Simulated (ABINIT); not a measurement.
# W (Fm-3m) in ABINIT: single point with PBE+U

Aim: the single point of W with PBE+U.

All numbers are computed with ABINIT 10.8.3 (patched build); they aren't measurements. Logs are shortened: lines on timing, memory, paths and dates and some standing lists are left out, and cuts for length are marked. The log counts tension as positive stress, the text compression.

## (1) The undisturbed crystal

Symmetry: Fm-3m, No. 225, cubic system. Conventional cell: a = 4.060 Å, b = 4.060 Å, c = 4.060 Å, α = 90.00°, β = 90.00°, γ = 90.00°. W (site symmetry m-3m) has 12 W at 2.87 Å as nearest neighbours.

This isn't the form of W at room conditions, which is bcc.

## (2) Single point, PBE+U (cell strained at random at fixed volume)

Input file run.abi:

```
pp_dirpath "./"
pseudos "W.GGA_PBE-JTH.xml"

acell 3*1.0 Angstrom
rprim
    -0.0172880000     2.0550780000     2.0264710000
     1.9977240000    -0.0309920000     2.0401760000
     1.9699340000     2.0409930000    -0.0032030000
ntypat 1
znucl 74
natom 1
typat 1
xred
     0.0000000000     0.0000000000     0.0000000000
chkprim 0
chksymtnons 0
tolsym 1.0e-6

ecut 15.0
pawecutdg 30.0

kptopt 2
ngkpt 11 11 11
nshiftk 1
shiftk 0.0 0.0 0.0

ixc 11

nband 11
occopt 7
tsmear 0.05 eV

usepawu 1
lpawu 2
upawu 3.5 eV
jpawu 0.0 eV
usedmatpu 30
dmatpawu
    0.05730   0.17039   0.08250  -0.01349   0.05136
    0.17039   0.57809   0.17091  -0.18099   0.30884
    0.08250   0.17091   0.19625   0.12732  -0.08868
   -0.01349  -0.18099   0.12732   0.28105  -0.32004
    0.05136   0.30884  -0.08868  -0.32004   0.38730

nsym 1

nstep 80
tolvrs 1.0e-7

iomode 3
prtwf 0
prtden 0
prteig 0
prtebands 0
enunit 1
```

Potentials or basis: JTH PAW PBE v2.0.

Run with:

```bash
$ abinit run.abi > log 2>&1
```

run.abo:

```text
.Version 10.8.3 of ABINIT
 Symmetries : space group P1 (#  1); Bravais aP (primitive triclinic)
================================================================================
 Values of the parameters that define the memory need of the present run
     intxc =       0    ionmov =       0      iscf =      17    lmnmax =      18
     lnmax =       6     mgfft =      20  mpssoang =       3    mqgrid =    3001
     natom =       1  nloc_mem =       2    nspden =       1   nspinor =       1
    nsppol =       1      nsym =       1    n1xccc =       1    ntypat =       1
    occopt =       7   xclevel =       2
       mpw =         323          nfft =        8000          nkpt =         666
 PAW method is used; the additional fine FFT grid is defined by:
   mgfftf=        30    nfftf =     27000
================================================================================
================================================================================

--------------------------------------------------------------------------------
------------- Echo of variables that govern the present computation ------------
--------------------------------------------------------------------------------
 -outvars: echo values of preprocessed input variables --------
            acell      1.8897261259E+00  1.8897261259E+00  1.8897261259E+00 Bohr
              amu      1.83850000E+02
          chkprim           0
      chksymtnons           0
         dmatpawu        0.05730    0.17039    0.08250   -0.01349    0.05136
                         0.17039    0.57809    0.17091   -0.18099    0.30884
                         0.08250    0.17091    0.19625    0.12732   -0.08868
                        -0.01349   -0.18099    0.12732    0.28105   -0.32004
                         0.05136    0.30884   -0.08868   -0.32004    0.38730
             ecut      1.50000000E+01 Hartree
           enunit           1
                       outvar_i_n : Printing only first  50 k-points.
              ixc          11
                       outvar_i_n : Printing only first  50 k-points.
           kptopt           2
         kptrlatt       11    0    0      0   11    0      0    0   11
          kptrlen      5.89643797E+01
            lpawu           2
            natom           1
            nband          11
            ngfft          20      20      20
          ngfftdg          30      30      30
             nkpt         666
            nstep          80
             nsym           1
           ntypat           1
                       prtocc : prtvol=0, do not print more k-points.
           occopt           7
        pawecutdg      3.00000000E+01 Hartree
         pawxcdev           0
           prtden           0
        prtebands           0
           prteig           0
            prtwf           0
            rprim     -1.7288000000E-02  2.0550780000E+00  2.0264710000E+00
                       1.9977240000E+00 -3.0992000000E-02  2.0401760000E+00
                       1.9699340000E+00  2.0409930000E+00 -3.2030000000E-03
          spgroup           1
           tolsym      1.00000000E-06
           tolvrs      1.00000000E-07
           tsmear      1.83746611E-03 Hartree
            typat      1
            upawu      1.28622628E-01 Hartree
        usedmatpu          30
          usepawu           1
           useylm           1
                       outvars : Printing only first  50 k-points.
            znucl       74.00000

================================================================================

 chkinp: Checking input parameters for consistency.

================================================================================
== DATASET  1 ==================================================================

--- !DatasetInfo
iteration_state: {dtset: 1, }
dimensions: {natom: 1, nkpt: 666, mband: 11, nsppol: 1, nspinor: 1, nspden: 1, mpw: 323, }
cutoff_energies: {ecut:  15.0, pawecutdg:  30.0, }
electrons: {nelect:   1.40000000E+01, charge:   0.00000000E+00, occopt:   7.00000000E+00, tsmear:   1.83746611E-03, }
meta: {optdriver: 0, ionmov: 0, optcell: 0, iscf: 17, paral_kgb: 0, }
...

 Exchange-correlation functional for the present dataset will be:
  GGA: Perdew-Burke-Ernzerhof functional - ixc=11
  J.P.Perdew, K.Burke, M.Ernzerhof, PRL 77, 3865 (1996)

 Real(R)+Recip(G) space primitive vectors, cartesian coordinates (Bohr,Bohr^-1):
 R(1)= -0.0326696  3.8835346  3.8294752  G(1)= -0.1316988  0.1273190  0.1308925
 R(2)=  3.7751512 -0.0585664  3.8553739  G(2)=  0.1310254 -0.1262610  0.1291611
 R(3)=  3.7226357  3.8569178 -0.0060528  G(3)=  0.1345973  0.1291595 -0.1298345
 Unit cell volume ucvol=  1.1290538E+02 bohr^3
 Angles (23,13,12)=  6.14953322E+01  5.95112213E+01  6.06779186E+01 degrees

 Coarse grid specifications (used for wave-functions):
[... 48 lines left out ...]
 ETOT  9  -68.901302015491     3.106E-05 3.816E-04 1.536E-07
 ETOT 10  -68.901295363713     6.652E-06 2.369E-04 2.600E-08
[... 30 lines left out ...]
 ETOT 41  -68.879235468684     1.899E-02 2.353E-02 1.677E-01
 ETOT 42  -68.937865630718    -5.863E-02 3.731E-02 1.552E+01
 ETOT 43  -68.879150224291     5.872E-02 4.542E-02 4.284E-02
 ETOT 44  -68.881924564448    -2.774E-03 7.281E-04 9.552E-03
 ETOT 45  -68.881943683318    -1.912E-05 1.342E-04 8.007E-03
 ETOT 46  -68.881945984380    -2.301E-06 4.973E-04 1.039E-03
 ETOT 47  -68.881945444307     5.401E-07 2.349E-04 1.392E-04
 ETOT 48  -68.881945364605     7.970E-08 4.241E-04 1.474E-06
 ETOT 49  -68.881945389236    -2.463E-08 1.623E-04 4.528E-07
 ETOT 50  -68.881945387410     1.826E-09 2.693E-04 3.008E-08

 At SCF step   50       nres2   =  3.01E-08 < tolvrs=  1.00E-07 =>converged.

 Cartesian components of stress tensor (hartree/bohr^3)
  sigma(1 1)=  1.52563416E-04  sigma(3 2)=  2.30241213E-05
  sigma(2 2)= -2.56633464E-04  sigma(3 1)= -1.10649062E-06
  sigma(3 3)= -1.19816093E-04  sigma(2 1)=  1.41516853E-04

--- !ResultsGS
iteration_state: {dtset: 1, }
comment   : Summary of ground state results
lattice_vectors:
- [ -0.0326696,   3.8835346,   3.8294752, ]
- [  3.7751512,  -0.0585664,   3.8553739, ]
- [  3.7226357,   3.8569178,  -0.0060528, ]
lattice_lengths: [   5.45415,    5.39621,    5.36040, ]
lattice_angles: [ 61.495,  59.511,  60.678, ] # degrees, (23, 13, 12)
lattice_volume:   1.1290538E+02
convergence: {deltae:  1.826E-09, res2:  3.008E-08, residm:  2.693E-04, diffor: null, }
etotal    :  -6.88819454E+01
entropy   :   0.00000000E+00
fermie    :   3.36488201E-01
cartesian_stress_tensor: # hartree/bohr^3
- [  1.52563416E-04,   1.41516853E-04,  -1.10649062E-06, ]
- [  1.41516853E-04,  -2.56633464E-04,   2.30241213E-05, ]
- [ -1.10649062E-06,   2.30241213E-05,  -1.19816093E-04, ]
pressure_GPa:   2.1957E+00
xred      :
- [  0.0000E+00,   0.0000E+00,   0.0000E+00,  W]
cartesian_forces: # hartree/bohr
- [  0.00000000E+00,   0.00000000E+00,   0.00000000E+00, ]
force_length_stats: {min:   0.00000000E+00, max:   0.00000000E+00, mean:   0.00000000E+00, }
...

 Integrated electronic density in atomic spheres:
 ------------------------------------------------
 Atom  Sphere_radius  Integrated_density
    1        2.41189         11.59881610

 ---------- DFT+U DATA ---------------------------------------------------

 ====== For Atom     1, occupations for correlated orbitals. lpawu =   2

 == Occupation matrix for correlated orbitals:

 Up component only...
     0.33115    0.00233   -0.01614   -0.00444   -0.00034
     0.00233    0.30250    0.00261   -0.01686   -0.00588
    -0.01614    0.00261    0.23890   -0.00213    0.01408
    -0.00444   -0.01686   -0.00213    0.34670   -0.00240
    -0.00034   -0.00588    0.01408   -0.00240    0.23416

================================================================================

 ----iterations are completed or convergence reached----

 Mean square residual over all n,k,spin=   49.375E-09; max=  26.933E-05
 reduced coordinates (array xred) for    1 atoms
       0.000000000000      0.000000000000      0.000000000000
 rms dE/dt=  6.6148E-10; max dE/dt=  0.0000E+00; dE/dt below (all hartree)
    1      -0.000000000303     -0.000000000459     -0.000000001005

 cartesian coordinates (angstrom) at end:
    1      0.00000000000000     0.00000000000000     0.00000000000000

 cartesian forces (hartree/bohr) at end:
    1      0.00000000000000     0.00000000000000     0.00000000000000
 frms,max,avg= 0.0000000E+00 0.0000000E+00   1.556E-10  1.104E-10 -3.163E-11 h/b

 cartesian forces (eV/Angstrom) at end:
    1      0.00000000000000     0.00000000000000     0.00000000000000
 frms,max,avg= 0.0000000E+00 0.0000000E+00   7.999E-09  5.679E-09 -1.627E-09 e/A
 length scales=  1.889726125908  1.889726125908  1.889726125908 bohr
              =  1.000000000000  1.000000000000  1.000000000000 angstroms
 Fermi (or HOMO) energy (eV) =   9.15631   Average Vxc (eV)= -13.02598
 Eigenvalues (   eV  ) for nkpt= 666  k points:
 kpt#   1, nband= 11, wtk=  0.00075, kpt=  0.0000  0.0000  0.0000 (reduced coord)
 -65.28435  -28.94163  -28.89822  -28.86514   -0.22085    8.16193    8.51756    8.93662
  11.55275   12.22913   21.70042
 prteigrs : prtvol=0 or 1, do not print more k-points.

--- !EnergyTerms
iteration_state     : {dtset: 1, }
comment             : Components of total free energy in Hartree
kinetic             :  6.64443461628236E+00
hartree             :  1.03380893760707E+01
xc                  : -7.62902527725056E+00
Ewald energy        : -5.85591757854766E+01
psp_core            :  5.83688299499393E+00
local_psp           : -2.91403447225300E+01
PAW spherical_terms :  3.62722497415334E+00
internal            : -6.88819138237569E+01
'-kT*entropy'       : -5.95278830828253E-05
total_energy        : -6.88819733516399E+01
total_energy_eV     : -1.87437398225685E+03
...

--- !EnergyTermsDC
iteration_state     : {dtset: 1, }
comment             : '"Double-counting" decomposition of free energy'
band_energy         : -9.87937938787368E+00
Ewald energy        : -5.85591757854766E+01
psp_core            :  5.83688299499393E+00
xc_dc               : -1.37646900877064E+01
PAW spherical_terms :  7.48447640653571E+00
internal            : -6.88818858595271E+01
'-kT*entropy'       : -5.95278830828253E-05
total_energy_dc     : -6.88819453874102E+01
total_energy_dc_eV  : -1.87437322131139E+03
...

--- !EnergyTermsWithPAWCore
iteration_state     : {dtset: 1, }
comment             : 'Components of total free energy, including PAW core contributions'
Total energy        : -1.61427812947618E+04
Total energy DC     : -1.61427812667975E+04
Total energy (eV)   : -4.39267456896159E+05
Total energy DC (eV): -4.39267456135214E+05
...

 Cartesian components of stress tensor (hartree/bohr^3)
  sigma(1 1)=  1.52563416E-04  sigma(3 2)=  2.30241213E-05
  sigma(2 2)= -2.56633464E-04  sigma(3 1)= -1.10649062E-06
  sigma(3 3)= -1.19816093E-04  sigma(2 1)=  1.41516853E-04

-Cartesian components of stress tensor (GPa)         [Pressure=  2.1957E+00 GPa]
- sigma(1 1)=  4.48857066E+00  sigma(3 2)=  6.77393034E-01
- sigma(2 2)= -7.55041718E+00  sigma(3 1)= -3.25540779E-02
- sigma(3 3)= -3.52511116E+00  sigma(2 1)=  4.16356956E+00

== END DATASET(S) ==============================================================
================================================================================

 -outvars: echo values of variables after computation  --------
            acell      1.8897261259E+00  1.8897261259E+00  1.8897261259E+00 Bohr
           etotal     -6.8881945387E+01
            fcart      0.0000000000E+00  0.0000000000E+00  0.0000000000E+00
            rprim     -1.7288000000E-02  2.0550780000E+00  2.0264710000E+00
                       1.9977240000E+00 -3.0992000000E-02  2.0401760000E+00
                       1.9699340000E+00  2.0409930000E+00 -3.2030000000E-03
           strten      1.5256341575E-04 -2.5663346364E-04 -1.1981609311E-04
                       2.3024121252E-05 -1.1064906162E-06  1.4151685286E-04
 Calculation completed.
```

It took 2.3 min on 1 thread of Intel Xeon 6975P-C (Granite Rapids), shared host; peak memory 0.17 GiB.

Results:

```
Free energy                                           : -1874.3732 eV
Band gap on the k mesh                                : none (metal or under the smearing width)
Valence electrons inside the program's atomic spheres : W 11.60 (radii [1.2763] Å)
```

Eigenvalues of the final occupation matrices:
| site | spin | trace | eigenvalues |
| --- | --- | --- | --- |
| atom 1 | 1 | 1.45 | 0.22 0.25 0.30 0.33 0.35 |

Caveat: the cutoff is too short for stress, so the log's stress isn't used; U without spin polarisation on a metal has little footing; the U is typed as a test and isn't derived for this compound.

## (3) For comparison

An earlier run on the cell as given: functional PBE; potentials or basis JTH PAW PBE v2.0; cutoff 408 eV; k mesh 11 × 11 × 11; occupations fermi-dirac, width 0.05 eV; no spin polarisation.

* Band gap on the k mesh: none (metal or under the smearing width)
* Valence electrons inside the program's atomic spheres: W 11.65 (radii [1.2763] Å)
